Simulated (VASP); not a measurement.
# SiC (strained zincblende): a PBE single-point calculation in VASP

INCAR

```
IBRION = -1
LCHARG = .TRUE.
NSW = 0
LWAVE = .FALSE.
LREAL = .FALSE.
NELM = 120
EDIFF = 1E-7
ISIF = 2
ENCUT = 520
PREC = Accurate
ISMEAR = -1
GGA = PE
NBANDS = 11
LELF = .TRUE.
SIGMA = 0.02
LASPH = .TRUE.
```

KPOINTS

```
KPOINTS created by Atomic Simulation Environment
0
Gamma
10 10 10
0 0 0
```

KPOINTS_OPT

```
special points
7
Reciprocal
0.0000000000 0.0000000000 0.0000000000 1
-0.5000000000 -0.5000000000 0.0000000000 1
-0.3750000000 -0.3750000000 0.2500000000 1
-0.3750000000 0.0000000000 0.3750000000 1
0.0000000000 0.0000000000 0.5000000000 1
-0.5000000000 -0.2500000000 0.2500000000 1
0.0000000000 0.5000000000 0.5000000000 1
```

POSCAR

```
Si C
 1.0000000000000000
     0.0000000000000000    2.0909302570000001    2.0909302570000001
     2.0909302570000001    0.0000000000000000    2.0909302570000001
     2.0909302570000001    2.0909302570000001    0.0000000000000000
 Si  C
   1   1
Cartesian
  0.0000000000000000  0.0000000000000000  0.0000000000000000
  1.0454651285000001  1.0454651285000001  1.0454651285000001
```

VASP ran with the recommended PBE PAW datasets (8 valence electrons in the cell).

Command

```
mpirun -np 1 vasp_std
```

From OUTCAR

```
k-points           NKPTS =     47   k-points in BZ     NKDIM =     47   number of bands    NBANDS=     11

   NELECT =       8.0000    total number of electrons

   dimension x,y,z NGX =    24 NGY =   24 NGZ =   24
   dimension x,y,z NGXF=    48 NGYF=   48 NGZF=   48

  energy-cutoff  :      520.00
  volume of cell :       18.28
      direct lattice vectors                 reciprocal lattice vectors
     0.000000000  2.090930257  2.090930257    -0.239128014  0.239128014  0.239128014
     2.090930257  0.000000000  2.090930257     0.239128014 -0.239128014  0.239128014
     2.090930257  2.090930257  0.000000000     0.239128014  0.239128014 -0.239128014

 k-points in reciprocal lattice and weights: KPOINTS created by Atomic Simulation Env
   0.00000000  0.00000000  0.00000000       0.001
   0.10000000  0.00000000  0.00000000       0.008
   0.20000000  0.00000000  0.00000000       0.008
   0.30000000  0.00000000  0.00000000       0.008
   0.40000000  0.00000000  0.00000000       0.008
   0.50000000  0.00000000  0.00000000       0.004
   0.10000000  0.10000000  0.00000000       0.006
   0.20000000  0.10000000  0.00000000       0.024
   ...

 E-fermi :   9.9454

 k-point     1 :       0.0000    0.0000    0.0000
  band No.  band energies     occupation
      1      -6.8512      2.00000
      2       9.5563      2.00000
      3       9.5563      2.00000
      4       9.5563      2.00000
      5      17.2599      0.00000
      6      17.7816      0.00000
      7      17.7816      0.00000
      8      17.7816      0.00000
      9      24.8174      0.00000
     10      24.8174      0.00000
     11      27.8585      0.00000

 k-point     2 :       0.1000    0.0000    0.0000
  band No.  band energies     occupation
      1      -6.6359      2.00000
      2       8.5267      2.00000
      3       9.4206      2.00000
      4       9.4206      2.00000
      5      17.2754      0.00000
      6      18.0429      0.00000
      7      18.0429      0.00000
      8      18.2900      0.00000
      9      23.7627      0.00000
     10      23.7627      0.00000
     11      26.9128      0.00000

 k-point     3 :       0.2000    0.0000    0.0000
  band No.  band energies     occupation
      1      -5.9983      2.00000
      2       6.2888      2.00000
      3       9.1081      2.00000
      4       9.1081      2.00000
      5      16.8782      0.00000
      6      18.3635      0.00000
      7      18.3635      0.00000
      8      19.5529      0.00000
      9      23.0758      0.00000
     10      23.0758      0.00000
     11      26.0217      0.00000

 k-point     4 :       0.3000    0.0000    0.0000
  band No.  band energies     occupation
      1      -4.9718      2.00000
      2       3.7915      2.00000
      3       8.7855      2.00000
      4       8.7855      2.00000
      5      16.4805      0.00000
      6      18.0361      0.00000
      7      18.0361      0.00000
      8      20.3168      0.00000
      9      24.1251      0.00000
     10      24.1251      0.00000
     11      26.0001      0.00000

 k-point     5 :       0.4000    0.0000    0.0000
  band No.  band energies     occupation
      1      -3.6755      2.00000
      2       1.5228      2.00000
      3       8.5622      2.00000
      4       8.5622      2.00000
      5      16.2318      0.00000
      6      17.5156      0.00000
      7      17.5156      0.00000
      8      20.3764      0.00000
      9      26.3355      0.00000
     10      26.3355      0.00000
     11      26.8303      0.00000

 k-point     6 :       0.5000    0.0000    0.0000
  band No.  band energies     occupation
      1      -2.8006      2.00000
      2       0.3116      2.00000
      3       8.4841      2.00000
      4       8.4841      2.00000
      5      16.1510      0.00000
      6      17.3025      0.00000
      7      17.3025      0.00000
      8      20.3059      0.00000
      9      27.3692      0.00000
     10      28.1318      0.00000
     11      28.1318      0.00000

 k-point     7 :       0.1000    0.1000    0.0000
  band No.  band energies     occupation
      1      -6.5642      2.00000
      2       8.8371      2.00000
      3       9.0524      2.00000
      4       9.0524      2.00000
      5      16.8992      0.00000
      6      18.0029      0.00000
      7      18.5452      0.00000
      8      18.5452      0.00000
      9      22.2445      0.00000
     10      25.1386      0.00000
     11      28.4270      0.00000

 k-point     8 :       0.2000    0.1000    0.0000
  band No.  band energies     occupation
      1      -6.0672      2.00000
      2       7.0790      2.00000
      3       8.5974      2.00000
      4       8.9393      2.00000
      5      16.4702      0.00000
      6      18.2755      0.00000
      7      19.0399      0.00000
      8      19.1938      0.00000
      9      21.7257      0.00000
     10      24.8174      0.00000
     11      27.5875      0.00000

 k-point     9 :       0.3000    0.1000    0.0000
  band No.  band energies     occupation
      1      -5.1681      2.00000
      2       4.7073      2.00000
      3       8.2446      2.00000
      4       8.5694      2.00000
      5      16.1249      0.00000
      6      18.1943      0.00000
      7      19.1611      0.00000
      8      19.4446      0.00000
      9      22.8261      0.00000
     10      25.3846      0.00000
     11      27.0627      0.00000

 k-point    10 :       0.4000    0.1000    0.0000
  band No.  band energies     occupation
      1      -3.9431      2.00000
      2       2.3691      2.00000
      3       8.0911      2.00000
      4       8.1027      2.00000
      5      15.8096      0.00000
      6      17.6773      0.00000
      7      18.5498      0.00000
      8      20.6570      0.00000
      9      23.9967      0.00000
     10      27.2160      0.00000
     11      27.6033      0.00000

 k-point    11 :       0.5000    0.1000    0.0000
  band No.  band energies     occupation
      1      -2.7688      2.00000
      2       0.6567      2.00000
      3       7.7119      2.00000
      4       8.1618      2.00000
      5      15.7883      0.00000
      6      17.3895      0.00000
      7      18.0089      0.00000
      8      21.2650      0.00000
      9      25.6657      0.00000
     10      28.1401      0.00000
     11      28.3210      0.00000

 k-point    12 :      -0.4000    0.1000    0.0000
  band No.  band energies     occupation
      1      -3.0912      2.00000
      2       1.0896      2.00000
      3       7.4984      2.00000
      4       8.4317      2.00000
      5      16.1333      0.00000
      6      17.3677      0.00000
      7      17.8183      0.00000
      8      21.2759      0.00000
      9      25.7603      0.00000
     10      26.5274      0.00000
     11      28.5991      0.00000

 k-point    13 :      -0.3000    0.1000    0.0000
  band No.  band energies     occupation
      1      -4.3789      2.00000
      2       3.1205      2.00000
      3       7.5224      2.00000
      4       8.8322      2.00000
      5      16.6863      0.00000
      6      17.7039      0.00000
      7      18.0083      0.00000
      8      20.7208      0.00000
      9      23.2891      0.00000
     10      25.7797      0.00000
     11      27.8984      0.00000

 k-point    14 :      -0.2000    0.1000    0.0000
  band No.  band energies     occupation
      1      -5.5106      2.00000
      2       5.4978      2.00000
      3       7.8197      2.00000
      4       9.2448      2.00000
      5      17.1761      0.00000
      6      18.2823      0.00000
      7      18.2879      0.00000
      8      19.6971      0.00000
      9      21.8272      0.00000
     10      24.6996      0.00000
     11      27.5343      0.00000

 k-point    15 :      -0.1000    0.1000    0.0000
  band No.  band energies     occupation
      1      -6.2797      2.00000
      2       7.5621      2.00000
      3       8.4956      2.00000
      4       9.4945      2.00000
      5      17.4323      0.00000
      6      18.0610      0.00000
      7      18.1105      0.00000
      8      19.1789      0.00000
      9      22.1654      0.00000
     10      23.9075      0.00000
     11      28.0955      0.00000

 k-point    16 :       0.2000    0.2000    0.0000
  band No.  band energies     occupation
      1      -5.7140      2.00000
      2       7.2058      2.00000
      3       8.0093      2.00000
      4       8.0093      2.00000
      5      15.1136      0.00000
      6      17.3812      0.00000
      7      20.3108      0.00000
      8      20.3108      0.00000
      9      21.5467      0.00000
     10      26.0941      0.00000
     11      30.1265      0.00000

 ...

  Total        4.3846540      4.3846540      4.3846540     -0.0000000      0.0000000      0.0000000
  in kB      384.2353151    384.2353151    384.2353151     -0.0000000      0.0000000      0.0000000
  external PRESSURE =     384.2353151 kB  Pullay stress =       0.0000000 kB

 POSITION                                       TOTAL-FORCE (eV/Angst)
 -----------------------------------------------------------------------------------
      0.00000      0.00000      0.00000        -0.000000     -0.000000     -0.000000
      1.04547      1.04547      1.04547         0.000000      0.000000      0.000000
 -----------------------------------------------------------------------------------
    total drift:                                0.000000      0.000000      0.000000

  FREE ENERGIE OF THE ION-ELECTRON SYSTEM (eV)
  ---------------------------------------------------
  free  energy   TOTEN  =       -14.7688851830 eV

  energy  without entropy=      -14.7688851830  energy(sigma->0) =      -14.76888518
```

| Item | Value |
| --- | --- |
| gap between bands v and c | 1.23 eV |
| least direct gap | 4.65 eV |
| pressure | 38.4 GPa |

Band v is the last that the valence electrons fill when counted band by band, and c is the next.

The run took about 8 s on one core of a shared host (Intel Xeon Platinum 8488C) and held 0.14 GiB at most.
